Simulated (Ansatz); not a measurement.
The system is GaAs.

```xyz
2
Lattice="0.0000 2.8268 2.8268 2.8268 0.0000 2.8268 2.8268 2.8268 0.0000" Properties=species:S:1:pos:R:3 pbc="T T T"
As    4.2403    4.2403    4.2403
Ga    0.0000    0.0000    0.0000
```

Program: Ansatz 0.2.0. Alike in all runs: potentials or basis Ansatz PAW; no spin polarisation; cell as given; cutoff (eV) 420.

Q: Order these runs on this cell by their band gap on the k mesh, lowest first.
A. level LDA; k mesh 8 × 8 × 8; smearing fixed; mesh quality not flagged
B. level B3LYP; k mesh 4 × 4 × 4; smearing fermi-dirac 0.05 eV; points for each segment of the path 4; mesh quality coarse
C. level PBE; k mesh 8 × 8 × 8; smearing gaussian 0.03 eV; mesh quality not flagged
D. level PBE0; k mesh 4 × 4 × 4; smearing fermi-dirac 0.05 eV; points for each segment of the path 4; mesh quality coarse

A: A (0.28 eV), C (0.52 eV), B (1.62 eV), D (2.13 eV).

Caveats: some runs use coarse meshes; the gap is small at this level, which inflates the dielectric constant (some runs).

A k mesh can miss the band edges.
